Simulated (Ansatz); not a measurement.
## Point defect: P interstitial in BP

Theory: Ansatz, DFT PBE, scalar-relativistic, plane waves, PAW. (420 eV cutoff, 2×2×2 k-mesh, shifted by half a step, Gaussian smearing of 0.01 eV, collinear spin in charge 0, +2 alone)

Host crystal, relaxed:

```xyz
2
Lattice="0.0000 2.2741 2.2741 2.2741 0.0000 2.2741 2.2741 2.2741 0.0000" Properties=species:S:1:pos:R:3 pbc="T T T"
B     0.0000    0.0000    0.0000
P     1.1370    1.1370    1.1370
```

Supercell of 32 atoms, rows in host cell vectors: -1 -1 -1; 3 -1 -1; -1 -1 3. Atoms relax at the host's cell from a start displaced at random by 0.06 Å near the defect, so other minima may exist. The cell is small, so energies carry finite-size errors of tenths of an eV. The host's Kohn–Sham gap is 1.25 eV.

Starting moments were lost in some runs.

Defect: P interstitial at (0.750, 0.750, 0.750) of the host cell, charge +3.

(1) Give the relaxed supercell.

Results:

(1)
```
B P
1.0
    -4.54819   -4.54819   -4.54819
    -4.54819    4.54819    4.54819
     4.54819    4.54819   -4.54819
B P
16 17
Cartesian
  -2.3844 0.0017 -2.2830
  -0.0371 2.2366 -2.2104
  2.1746 4.5621 -2.2118
  -2.3738 4.4786 -2.2954
  -4.5752 0.0025 0.0180
  -2.3740 2.3208 0.0298
  -0.0368 4.5628 -0.0552
  -2.1076 2.1192 -4.4009
  -0.0271 2.2490 -6.8316
  -0.0369 -0.0711 -4.5175
  2.1636 2.2490 -4.5303
  -4.8496 2.1238 2.1394
  -6.6557 0.1310 -2.4125
  -4.5851 2.3222 -2.2961
  -0.3013 0.1283 0.1431
  -2.3740 -2.3109 -4.6020
  -1.3106 -1.1378 -3.4868
  1.0478 1.1043 -3.3854
  3.2378 3.3887 -3.3271
  -1.0999 3.4107 -3.3247
  -3.4799 -1.1486 -1.1326
  -1.3106 1.2058 -1.1437
  1.0690 3.3997 -1.1329
  -1.0999 1.0430 -5.6918
  -3.4597 -3.4442 -3.4284
  -3.4792 3.3997 -1.1326
  -1.3104 5.5937 -1.1216
  -3.4596 1.1474 1.1633
  -1.1000 3.3888 1.0589
  -3.5000 1.1463 -3.4276
  -2.4745 3.3994 3.4158
  -5.6483 1.2081 -1.1217
  0.0853 -1.1484 -1.1325
```
Around the defect: 2 B at 1.85 Å, 1 P at 1.99 Å. The run ended with a moment of 0.00 μB (no spin polarisation).